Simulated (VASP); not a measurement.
# Au (Im-3m) in VASP: a series of runs, part 2 of 2

VASP 6.6.1. The steps go on from the part before.

## (3) Single point, PBE (uniaxial strain along a, b, c and atoms relaxed: -2.0 %)

Contents of INCAR:

```
SYSTEM = Au
PREC = Accurate
ENCUT = 520
EDIFF = 1E-6
ISMEAR = 0
SIGMA = 0.1
LREAL = .FALSE.
LASPH = .TRUE.
NELM = 100
ALGO = Fast
ISIF = 2
LWAVE = .FALSE.
LCHARG = .FALSE.
GGA = PE
NBANDS = 18
```

Contents of KPOINTS:

```
Automatic mesh
0
G
  16 16 16
  0 0 0
```

Contents of POSCAR:

```
Au
1.0
    3.2352828575      0.0000000000      0.0000000000
    0.0000000000      3.3178155835      0.0000000000
    0.0000000000      0.0000000000      3.3178155835
Au
2
Direct
    0.0000000000      0.0000000000      0.0000000000
    0.5000000000      0.5000000000      0.5000000000
```

Potentials or basis: VASP PAW PBE potentials, release 64 (Au).

Launch:

```sh
> cat potpaw_PBE.64/Au/POTCAR > POTCAR
> mpirun -np 1 vasp_std > vasp.out
```

OUTCAR:

```text
SYSTEM = Au
   PREC = Accurate
   ENCUT = 520
   EDIFF = 1E-6
   ISMEAR = 0
   LREAL = .FALSE.
   LASPH = .TRUE.
   NELM = 100
   ISIF = 2
   GGA = PE

 ion  position               nearest neighbor table
   1  0.000  0.000  0.000-   2 2.85   2 2.85   2 2.85   2 2.85   2 2.85   2 2.85   2 2.85   2 2.85

   2  0.500  0.500  0.500-   1 2.85   1 2.85   1 2.85   1 2.85   1 2.85   1 2.85   1 2.85   1 2.85

  LATTYP: Found a simple tetragonal cell.
 ALAT       =     3.3178155835
 C/A-ratio  =     0.9751243781

  Lattice vectors:

 A1 = (   0.0000000000,   3.3178155835,   0.0000000000)
 A2 = (   0.0000000000,   0.0000000000,   3.3178155835)
 A3 = (   3.2352828575,   0.0000000000,   0.0000000000)

Analysis of symmetry for initial positions (statically):
=====================================================================
 Subroutine PRICEL returns following result:

  LATTYP: Found a body centered tetragonal cell.
 ALAT       =     3.3178155835
 C/A-ratio  =     0.9751243781

  Lattice vectors:

 A1 = (  -1.6176414288,   1.6589077917,   1.6589077917)
 A2 = (  -1.6176414288,  -1.6589077917,  -1.6589077917)
 A3 = (   1.6176414288,  -1.6589077917,   1.6589077917)

   2 primitive cells build up your supercell.

 Routine SETGRP: Setting up the symmetry group for a
 simple tetragonal supercell.

 Subroutine GETGRP returns: Found 16 space group operations
 (whereof 16 operations were pure point group operations)
 out of a pool of 16 trial point group operations.

The static configuration has the point symmetry D_4h.

Analysis of symmetry for dynamics (positions and initial velocities):
=====================================================================
 Subroutine PRICEL returns following result:

  LATTYP: Found a body centered tetragonal cell.
 ALAT       =     3.3178155835
 C/A-ratio  =     0.9751243781

  Lattice vectors:

 A1 = (  -1.6176414288,   1.6589077917,   1.6589077917)
 A2 = (  -1.6176414288,  -1.6589077917,  -1.6589077917)
 A3 = (   1.6176414288,  -1.6589077917,   1.6589077917)

   2 primitive cells build up your supercell.

 Routine SETGRP: Setting up the symmetry group for a
 simple tetragonal supercell.

 Subroutine GETGRP returns: Found 16 space group operations
 (whereof 16 operations were pure point group operations)
 out of a pool of 16 trial point group operations.

The dynamic configuration has the point symmetry D_4h.

 Subroutine INISYM returns: Found 16 space group operations
 (whereof 16 operations are pure point group operations),
 and found     2 'primitive' translations

----------------------------------------------------------------------------------------

                                     Primitive cell

  volume of cell :      17.8068

  direct lattice vectors                    reciprocal lattice vectors
    -1.617641429  1.658907792  1.658907792    -0.309091985  0.000000000  0.301403130
    -1.617641429 -1.658907792 -1.658907792    -0.309091985 -0.301403130  0.000000000
     1.617641429 -1.658907792  1.658907792     0.000000000 -0.301403130  0.301403130

  length of vectors
     2.849686635  2.849686635  2.849686635     0.431719471  0.431719471  0.426248393

  position of ions in fractional coordinates (direct lattice)
     0.000000000  0.000000000  0.000000000

  ion indices of the primitive-cell ions
   primitive index   ion index
                 1           1

----------------------------------------------------------------------------------------

 KPOINTS: Automatic mesh

Automatic generation of k-mesh.
 Grid dimensions read from file:
 generate k-points for:   16   16   16

 Generating k-lattice:

  Cartesian coordinates                     Fractional coordinates (reciprocal lattice)
     0.019318249  0.000000000  0.000000000     0.062500000  0.000000000  0.000000000
     0.000000000  0.018837696  0.000000000     0.000000000  0.062500000  0.000000000
     0.000000000  0.000000000  0.018837696     0.000000000  0.000000000  0.062500000

  Length of vectors
     0.019318249  0.018837696  0.018837696

  Shift w.r.t. Gamma in fractional coordinates (k-lattice)
     0.000000000  0.000000000  0.000000000

 Subroutine IBZKPT returns following result:
 ===========================================

 Found    405 irreducible k-points:

 Following reciprocal coordinates:
            Coordinates               Weight
  0.000000  0.000000  0.000000      1.000000
  0.062500  0.000000  0.000000      2.000000
  0.125000  0.000000  0.000000      2.000000
  0.187500  0.000000  0.000000      2.000000
  0.250000  0.000000  0.000000      2.000000
  0.312500  0.000000  0.000000      2.000000
[... 16 lines left out ...]
  0.250000  0.125000  0.000000      8.000000
  0.312500  0.125000  0.000000      8.000000
 [... further k-points ...]
   k-points           NKPTS =    405   k-points in BZ     NKDIM =    405   number of bands    NBANDS=     18
   number of dos      NEDOS =    301   number of ions     NIONS =      2
   total plane-waves  NPLWV =  18816
   dimension x,y,z NGX =    24 NGY =   28 NGZ =   28
   dimension x,y,z NGXF=    48 NGYF=   56 NGZF=   56
   ions per type =               2
   NGX,Y,Z   is equivalent  to a cutoff of  12.33, 14.03, 14.03 a.u.
   NGXF,Y,Z  is equivalent  to a cutoff of  24.66, 28.06, 28.06 a.u.
 SYSTEM =  Au
   PREC   = accura    normal or accurate (medium, high low for compatibility)
   ISTART =      0    job   : 0-new  1-cont  2-samecut
   ICHARG =      2    charge: 1-file 2-atom 10-const
   ISPIN  =      1    spin polarized calculation?
   LNONCOLLINEAR =      F non collinear calculations
   LSORBIT =      F    spin-orbit coupling
   LASPH  =      T    aspherical Exc in radial PAW
   ENCUT  =  520.0 eV  38.22 Ry    6.18 a.u.   6.02  6.17  6.17*2*pi/ulx,y,z
   NELM   =    100;   NELMIN=  2; NELMDL= -5     # of ELM steps
   EDIFF  = 0.1E-05   stopping-criterion for ELM
   LREAL  =      F    real-space projection
   EDIFFG = 0.1E-04   stopping-criterion for IOM
   NSW    =      0    number of steps for IOM
   IBRION =     -1    ionic relax: 0-MD 1-quasi-New 2-CG
   NFREE  =      0    steps in history (QN), initial steepest desc. (CG)
   ISIF   =      2    stress and relaxation
   ISYM   =      2    0-nonsym 1-usesym 2-fastsym
   POTIM  = 0.5000    time-step for ionic-motion
   TEBEG  =    0.0;   TEEND  =   0.0 temperature during run
   PSTRESS=    0.0 pullay stress
   NELECT =      22.0000    total number of electrons
   NUPDOWN=      -1.0000    fix difference up-down
   EMIN   =  10.00;   EMAX   =-10.00  energy-range for DOS
   EFERMI =   0.00;   METHOD = LEGACY
   ISMEAR =     0;   SIGMA  =   0.10  broadening in eV -4-tet -1-fermi 0-gaus
   EFERMI_NEDOS =   21; number of points for ismear=-14 and -15
   IALGO  =     68    algorithm
   IMIX   =      4    mixing-type and parameters
     AMIX     =   0.40;   BMIX     =  1.00
     AMIX_MAG =   1.60;   BMIX_MAG =  1.00
  volume/ion in A,a.u.               =      17.81       120.17
  Fermi-wavevector in a.u.,A,eV,Ry     =   1.394259  2.634768 26.449159  1.943958
  Thomas-Fermi vector in A             =   2.517826
   LORBIT       =      0    0 simple, 1 ext, 2 COOP (PROOUT), +10 PAW based schemes
   GGA     = PE    functional components
   LHFCALC =     F    Hartree Fock is set to
   AEXX    =    0.0000 exact exchange contribution
   IVDW    =     0    specifies the selected vdW correction
   LEPSILON=     F    determine dielectric tensor
   LRPA    =     F    only Hartree local field effects (RPA)
 non-spin polarized calculation
 RMM-DIIS sequential band-by-band and
 Gauss-broadening in eV      SIGMA  =   0.10
  energy-cutoff  :      520.00
  volume of cell :       35.61
 maximum number of plane-waves:       984
   NGX = 13   NGY = 13   NGZ = 13

 number of electron      22.0000002 magnetization

 Free energy of the ion-electron system (eV)
  ---------------------------------------------------
  ext. energy  EPLUGINS =         0.00000000
  ---------------------------------------------------
  free energy    TOTEN  =        -6.40201424 eV

  energy without entropy =       -6.40002876  energy(sigma->0) =       -6.40102150

 E-fermi :   8.7473     XC(G=0): -12.4565

 val. band max:        8.7399298504   @ k =   0.3125   0.4375   0.0000
 cond. band min:       8.7849400136   @ k =   0.1250   0.4375   0.4375
 fundamental gap:      0.0450101632
 Fermi energy:         8.7473368877

 k-point     1 :       0.0000    0.0000    0.0000
  band No.  band energies     occupation
      1      -0.6299      2.00000
      2       2.3117      2.00000
      3       2.3179      2.00000
      4       4.0263      2.00000
      5       4.1827      2.00000
      6       4.1827      2.00000
[... 481 lines left out ...]
      5       4.2381      2.00000
      6       5.0122      2.00000
[... 10 lines left out ...]
     17      23.9446      0.00000
     18      24.7151      0.00000

 [... further k-points ...]
[... 5 lines left out ...]
  --------------------------------------------------------------------------------------
  -------------------------------------------------------------------------------------
  Total        0.3270794      0.3808338      0.3808338      0.0000000      0.0000000      0.0000000
  in kB       14.7145526     17.1328389     17.1328389      0.0000000      0.0000000      0.0000000
  external PRESSURE =      16.3267434 kB  Pullay stress =       0.0000000 kB

 VOLUME and BASIS-vectors are now :
 -----------------------------------------------------------------------------
  energy-cutoff  :      520.00
  volume of cell :       35.61
      direct lattice vectors                 reciprocal lattice vectors
     3.235282858  0.000000000  0.000000000     0.309091985  0.000000000  0.000000000
     0.000000000  3.317815583  0.000000000     0.000000000  0.301403130  0.000000000
     0.000000000  0.000000000  3.317815583     0.000000000  0.000000000  0.301403130

 POSITION                                       TOTAL-FORCE (eV/Angst)
 -----------------------------------------------------------------------------------
      0.00000      0.00000      0.00000         0.000000     -0.000000     -0.000000
      1.61764      1.65891      1.65891        -0.000000      0.000000      0.000000
 -----------------------------------------------------------------------------------
    total drift:                                0.000000      0.000000     -0.000000

  FREE ENERGIE OF THE ION-ELECTRON SYSTEM (eV)
  ---------------------------------------------------
  free  energy   TOTEN  =        -6.4020142427 eV

  energy  without entropy=       -6.4000287605  energy(sigma->0) =       -6.40102150
```

stdout:

```text
POSCAR found type information on POSCAR Au
 POSCAR found :  1 types and       2 ions
 scaLAPACK will be used
 LDA part: xc-table for (Slater+PW92), standard interpolation
 POSCAR, INCAR and KPOINTS ok, starting setup
 FFT: planning ... GRIDC
 FFT: planning ... GRID_SOFT
 FFT: planning ... GRID
 WAVECAR not read
 entering main loop
```

Wall time 63 s (1 thread of Intel Xeon 6975P-C (Granite Rapids), shared host); peak memory 0.31 GiB.

What came out:

| Property | Result |
| --- | --- |
| Free energy | -6.4020 eV |
| Pressure | 1.6 GPa |
| Band gap on the k mesh | none (metal or under the smearing width) |

Stress tensor (GPa, compression positive):
```
1.47 0.00 0.00
0.00 1.71 0.00
0.00 0.00 1.71
```

Levels at points of the mesh, in eV from the Fermi level:
```csv
k point,band 7,band 8,band 9,band 10,band 11,band 12,band 13,band 14,band 15,band 16
"(0.00, 0.00, 0.00)",-2.92,-2.73,-1.76,-1.76,-1.71,6.05,6.05,6.77,9.21,15.31
"(0.50, 0.00, 0.00)",-4.07,-4.07,-3.33,-3.33,-1.69,-1.69,12.20,12.20,13.44,13.44
"(0.00, 0.50, 0.00)",-3.93,-3.93,-3.27,-3.27,-1.99,-1.99,12.51,12.51,13.17,13.17
"(0.50, 0.50, 0.00)",-2.58,-2.58,-1.38,-1.38,-0.38,-0.38,3.41,3.41,12.26,12.26
"(0.00, 0.50, 0.50)",-2.69,-2.69,-1.41,-1.41,-0.52,-0.52,3.21,3.21,12.62,12.62
"(0.50, 0.50, 0.50)",-2.64,-2.64,-2.55,-2.55,2.79,2.79,6.90,6.90,7.13,7.13
```

## (4) Single point, PBE

This run uses another cell than the first one: it holds 1 atom, not 2.

Contents of INCAR:

```
SYSTEM = Au
  ALGO = Fast
  EDIFF = 1E-6
  ENCUT = 520
  GGA = PE
  ISIF = 2
  ISMEAR = 0
  LASPH = .TRUE.
  LCHARG = .TRUE.
  LELF = .TRUE.
  LREAL = .FALSE.
  LVHAR = .TRUE.
  LWAVE = .FALSE.
  NBANDS = 12
  NELM = 60
  PREC = Accurate
  SIGMA = 0.1
```

Contents of KPOINTS:

```
k-points
0
G
  8 8 8
  0 0 0
```

Contents of POSCAR:

```
Au
1.0
   -1.6572690000      1.6572690000      1.6572690000
    1.6572690000     -1.6572690000      1.6572690000
    1.6572690000      1.6572690000     -1.6572690000
Au
1
Direct
    0.0000000000      0.0000000000      0.0000000000
```

Launch:

```sh
> cat potpaw_PBE.64/Au/POTCAR > POTCAR
> mpirun -np 1 vasp_std > vasp.out
```

It took 8.9 s on 1 thread of Intel Xeon Platinum 8259CL at 2.50GHz (Skylake/Cascade Lake), shared host; peak memory 0.14 GiB.

The run converged. Its results:

```yaml
Free_energy: -3.1612 eV
Pressure: -1.6 GPa
Band_gap_on_the_k_mesh: none (metal or under the smearing width)
```

Levels at points of the mesh, in eV from the Fermi level:
```tsv
k point	band 3	band 4	band 5	band 6	band 7	band 8	band 9	band 10
(0.00, 0.00, 0.00)	-4.73	-4.73	-2.99	-2.99	16.31	16.31	16.31	22.97
(0.50, 0.00, 0.00)	-3.12	-2.82	-1.62	-0.53	3.00	12.16	13.27	20.71
(0.50, 0.50, 0.50)	-1.96	-1.96	-1.96	6.06	6.06	6.06	8.77	15.13
```

Spin-orbit coupling is left out, which matters for the levels of Au.
